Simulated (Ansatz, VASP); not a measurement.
# One calculation of Ru, two programs

```xyz
4
Lattice="2.7207 0.0000 0.0000 -1.3604 2.3562 0.0000 0.0000 0.0000 22.4441" Properties=species:S:1:pos:R:3 pbc="T T T"
Ru    2.0406    0.3927    8.0705
Ru   -0.6802    1.9635   10.1402
Ru    2.0406    0.3927   12.3039
Ru   -0.6802    1.9635   14.3736
```

Alike in both runs: functional PBE; k mesh 14 × 14 × 1; occupations fermi-dirac, width 0.08 eV; no spin polarisation.

Ansatz relaxed the structure, and its values are those at the end. VASP's run is a single point on that final structure, the one shown.

|  | VASP | Ansatz |
| --- | --- | --- |
| version | VASP 6.6.1 | Ansatz 0.2.0 |
| potentials or method | VASP PAW PBE potentials, release 64 (Ru_pv) | PAW with Ansatz's default frozen-core files, scalar-relativistic |
| plane-wave cutoff (eV) | 520 | 420 |
| valence electrons in the cell | 56 | 64 |

```tsv
	VASP	Ansatz	Ansatz less VASP
rms of the force components (eV/Å)	0.005	0.000	-0.0044
```

The two sets of potentials don't hold the same shells in valence. Ansatz warned: «stress_scf_threshold_loose».
